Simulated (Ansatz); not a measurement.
Relaxed (110) slab cut from CaF2 (space group Fm-3m (No. 225)); the slab's formula is CaF2, its outer planes CaF2 (top) and CaF2 (bottom):

```yaml
crystal:
  lattice:
    - [3.83306, 0.00000, 0.00000]
    - [0.00000, 5.42076, 0.00000]
    - [0.00000, 0.00000, 24.58265]
  atoms:
    - { symbol: Ca, position: [0.50000, 0.50000, 0.31214] }
    - { symbol: F, position: [0.00000, 0.73740, 0.30482] }
    - { symbol: F, position: [0.00000, 0.26260, 0.30482] }
    - { symbol: Ca, position: [0.00000, 0.00000, 0.37927] }
    - { symbol: F, position: [0.50000, 0.24870, 0.38404] }
    - { symbol: F, position: [0.50000, 0.75130, 0.38404] }
    - { symbol: Ca, position: [0.50000, 0.50000, 0.46292] }
    - { symbol: F, position: [0.00000, 0.74987, 0.46040] }
    - { symbol: F, position: [0.00000, 0.25013, 0.46040] }
    - { symbol: Ca, position: [0.00000, 0.00000, 0.53708] }
    - { symbol: F, position: [0.50000, 0.24987, 0.53960] }
    - { symbol: F, position: [0.50000, 0.75013, 0.53960] }
    - { symbol: Ca, position: [0.50000, 0.50000, 0.62073] }
    - { symbol: F, position: [0.00000, 0.74870, 0.61596] }
    - { symbol: F, position: [0.00000, 0.25130, 0.61596] }
    - { symbol: Ca, position: [0.00000, 0.00000, 0.68786] }
    - { symbol: F, position: [0.50000, 0.23740, 0.69518] }
    - { symbol: F, position: [0.50000, 0.76260, 0.69518] }
```

These are results of Ansatz 0.2.0, DFT PBEsol, scalar-relativistic, plane waves, PAW, not measurements. Plane waves to 420 eV, a k mesh through Γ of 7×5×1 on the computed 18-atom cell and Gaussian smearing (0.05 eV); no spin polarisation. The cell repeats along c with a dipole correction in the vacuum.

The potential is the smooth part; its values at the atoms depend on the PAW datasets.

Question: How does the plane-averaged electrostatic potential energy of an electron run along c, counted from the top of the valence band?

Answer: z (Å), V (eV) and a bar:
```
     2.73       6.76 ##############################
     3.00       6.76 ##############################
     3.28       6.76 ##############################
     3.55       6.76 ##############################
     3.82       6.76 ##############################
     4.10       6.76 ##############################
     4.37       6.76 ##############################
     4.64       6.76 ##############################
     4.92       6.75 ##############################
     5.19       6.75 ##############################
     5.46       6.74 ##############################
     5.74       6.71 ##############################
     6.01       6.64 ##############################
     6.28       6.46 #############################
     6.56       5.99 ############################
     6.83       4.53 #########################
     7.10      -0.11 ##############
     7.37      -4.26 ####
     7.65      -5.33 #
     7.92      -2.73 #######
     8.19       1.24 #################
     8.47       2.41 ####################
     8.74       1.42 #################
     9.01      -2.74 #######
     9.29      -5.77
     9.56      -5.17 #
     9.83      -1.27 ###########
    10.11       3.26 ######################
    10.38       4.30 ########################
    10.65       3.08 #####################
    10.93      -1.51 ##########
    11.20      -5.19 #
    11.47      -5.40 #
    11.75      -2.02 #########
    12.02       2.29 ###################
    12.29       3.37 ######################
    12.56       2.29 ###################
    12.84      -2.02 #########
    13.11      -5.40 #
    13.38      -5.19 #
    13.66      -1.51 ##########
    13.93       3.08 #####################
    14.20       4.30 ########################
    14.48       3.26 ######################
    14.75      -1.27 ###########
    15.02      -5.17 #
    15.30      -5.77
    15.57      -2.74 #######
    15.84       1.42 #################
    16.12       2.41 ####################
    16.39       1.24 #################
    16.66      -2.73 #######
    16.93      -5.33 #
    17.21      -4.26 ####
    17.48      -0.11 ##############
    17.75       4.53 #########################
    18.03       5.99 ############################
    18.30       6.46 #############################
    18.57       6.64 ##############################
    18.85       6.71 ##############################
    19.12       6.74 ##############################
    19.39       6.75 ##############################
    19.67       6.75 ##############################
    19.94       6.76 ##############################
    20.21       6.76 ##############################
    20.49       6.76 ##############################
    20.76       6.76 ##############################
    21.03       6.76 ##############################
    21.30       6.76 ##############################
    21.58       6.76 ##############################
    21.85       6.76 ##############################
```

The vacuum level lies 6.76 eV above the top of the valence band.

Cost: 1 run of about 11 core-minutes, on Arm Neoverse V1 (shared hosts).